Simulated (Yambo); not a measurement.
A run of Yambo 5.3.0 is set up as follows.

hf1.in

```
rim_cut
HF_and_locXC
RandQpts= 1000000
RandGvec= 50 RL
EXXRLvcs= 82 Ry
VXCRLvcs= 82 Ry
% QPkrange
 1 | 16 | 2 | 6 |
%
```

Contents of scf.in:

```
&CONTROL
  calculation = 'scf'
  prefix = 'pwscf'
  outdir = './tmp'
  pseudo_dir = './pseudo'
/
&SYSTEM
  ibrav = 0
  nat = 2
  ntyp = 2
  ecutwfc = 82
  nbnd = 9
  occupations = 'smearing'
  smearing = 'fd'
  degauss = 0.00367493
  force_symmorphic = .true.
/
&ELECTRONS
  conv_thr = 4d-10
  electron_maxstep = 120
  mixing_beta = 0.5
/
ATOMIC_SPECIES
Si    28.0850 Si.upf
C     12.0110 C.upf
CELL_PARAMETERS angstrom
   0.0000000000    2.1790000000    2.1790000000
   2.1790000000    0.0000000000    2.1790000000
   2.1790000000    2.1790000000    0.0000000000
ATOMIC_POSITIONS crystal
Si     0.0000000000    0.0000000000    0.0000000000
C      0.7500000000    0.7500000000    0.7500000000
K_POINTS automatic
10 10 10 0 0 0
```

File nscf.in:

```
&CONTROL
  calculation = 'nscf'
  prefix = 'pwscf'
  outdir = './tmp'
  pseudo_dir = './pseudo'
/
&SYSTEM
  ibrav = 0
  nat = 2
  ntyp = 2
  ecutwfc = 82
  nbnd = 154
  occupations = 'fixed'
  force_symmorphic = .true.
/
&ELECTRONS
  conv_thr = 1d-08
  diago_full_acc = .true.
  diago_thr_init = 1d-06
/
ATOMIC_SPECIES
Si    28.0850 Si.upf
C     12.0110 C.upf
CELL_PARAMETERS angstrom
   0.0000000000    2.1790000000    2.1790000000
   2.1790000000    0.0000000000    2.1790000000
   2.1790000000    2.1790000000    0.0000000000
ATOMIC_POSITIONS crystal
Si     0.0000000000    0.0000000000    0.0000000000
C      0.7500000000    0.7500000000    0.7500000000
K_POINTS automatic
6 6 6 0 0 0
```

Potentials or basis: PseudoDojo 0.4.1 SR PBE standard.

The run is started by

```bash
$ OMP_NUM_THREADS=1 pw.x -in scf.in > scf.out
$ OMP_NUM_THREADS=1 pw.x -in nscf.in > nscf.out
$ cd tmp/pwscf.save; p2y; mv SAVE ../..; cd ../..
$ OMP_NUM_THREADS=1 yambo
$ mkdir -p hf1; ln -s $PWD/g0w00/ndb.RIM hf1/
$ OMP_NUM_THREADS=1 yambo -F hf1.in -J hf1 -C hf1_out
```

What does it give for the quasiparticle gap?

8.04 eV.

Estimate the least direct quasiparticle gap.

12.46 eV.

What does it give for the quasiparticle gap at Γ?

14.45 eV.

Quasiparticle terms (eV):
```tsv
k point	band	Kohn-Sham level	Vxc	Σx	Σc	Z	result
(0.000, 0.000, 0.000)	2	0.00	-14.93	-17.56	-	-	-2.63
(0.000, 0.000, 0.000)	3	0.00	-14.93	-17.56	-	-	-2.63
(0.000, 0.000, 0.000)	4	0.00	-14.93	-17.56	-	-	-2.63
(0.000, 0.000, 0.000)	5	6.22	-13.21	-7.62	-	-	11.82
(0.000, 0.000, 0.000)	6	7.31	-11.33	-5.89	-	-	12.75
(0.000, 0.000, 0.167)	2	-2.37	-13.95	-17.47	-	-	-5.89
(0.000, 0.000, 0.167)	3	-0.33	-14.74	-17.49	-	-	-3.08
(0.000, 0.000, 0.167)	4	-0.33	-14.74	-17.49	-	-	-3.08
(0.000, 0.000, 0.167)	5	6.34	-12.17	-6.77	-	-	11.74
(0.000, 0.000, 0.167)	6	7.83	-11.48	-5.82	-	-	13.49
(0.000, 0.000, 0.333)	2	-6.18	-12.96	-18.10	-	-	-11.32
(0.000, 0.000, 0.333)	3	-0.85	-14.55	-17.52	-	-	-3.82
(0.000, 0.000, 0.333)	4	-0.85	-14.55	-17.52	-	-	-3.82
(0.000, 0.000, 0.333)	5	5.68	-12.09	-6.87	-	-	10.91
(0.000, 0.000, 0.333)	6	7.65	-11.17	-5.55	-	-	13.27
(0.000, 0.000, -0.500)	2	-8.54	-12.08	-18.01	-	-	-14.47
(0.000, 0.000, -0.500)	3	-1.05	-14.50	-17.57	-	-	-4.12
(0.000, 0.000, -0.500)	4	-1.05	-14.50	-17.57	-	-	-4.12
(0.000, 0.000, -0.500)	5	5.43	-12.17	-6.99	-	-	10.61
(0.000, 0.000, -0.500)	6	7.24	-10.98	-5.49	-	-	12.73
```

**Experimental background.**

From “Insight into the structural, elastic and electronic properties of a new orthorhombic 6O-SiC polytype”, 2020, pmc:7200658, for a bulk crystal of SiC: band gap 2.4 eV (indirect).

Against the measured gap of SiC, 2.4 eV (indirect; quoted in “Insight into the structural, elastic and electronic properties of a new orthorhombic 6O-SiC polytype”, 2020, pmc:7200658), the calculated 8.04 eV is off by +5.64 eV. So large a miss can be the level of theory's own, or it may mean another phase, state or a wrong row. The value is that of Hartree-Fock on PBE, without temperature or zero-point motion.
